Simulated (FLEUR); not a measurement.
Li2S under changes of volume

One of the cells (15.344 Å³/atom); the others are scaled copies at fixed shape and fractional positions:

```xyz
3
Lattice="0.0000 2.8445 2.8445 2.8445 0.0000 2.8445 2.8445 2.8445 0.0000" Properties=species:S:1:pos:R:3 pbc="T T T"
S     0.0000    0.0000    0.0000
Li    4.2668    4.2668    4.2668
Li    1.4223    1.4223    1.4223
```

```yaml
Program: FLEUR MaX-R8.1 (later development tree)
Functional: PBEsol
Potentials_or_basis: all-electron
Basis: FLAPW
Kmax: 4.38 1/bohr
k_mesh: 8 × 8 × 8
Occupations: fermi-dirac, width 0.05 eV
Spin: no spin polarisation
```

```csv
volume (Å³/atom),energy over the lowest point (meV/atom),gap on the mesh (eV)
14.423,3.79,3.17
14.730,0.98,3.19
15.037,0.00,3.20
15.344,?,?
15.650,2.85,3.23
15.957,6.39,3.24
16.264,11.16,3.25
```

Question: What does the run at 15.344 Å³/atom give?

Answer: Energy over the lowest point 0.68 meV/atom; gap on the mesh 3.22 eV.

Worked out: A Birch-Murnaghan fit of order 3 (a polynomial in V^(-2/3)) to the other rows has its minimum at 15.06 Å³/atom with B0 = V·E''(V) = 42 GPa and B' = 3.9. It gives 0.68 meV/atom at 15.344 Å³/atom, against the run's 0.68. A straight line through the other rows of the gap, of slope 0.661 eV per unit of ln V, gives 3.21 eV, against the run's 3.22.

Energies are extrapolated to zero smearing.

A mesh can miss the band edges.
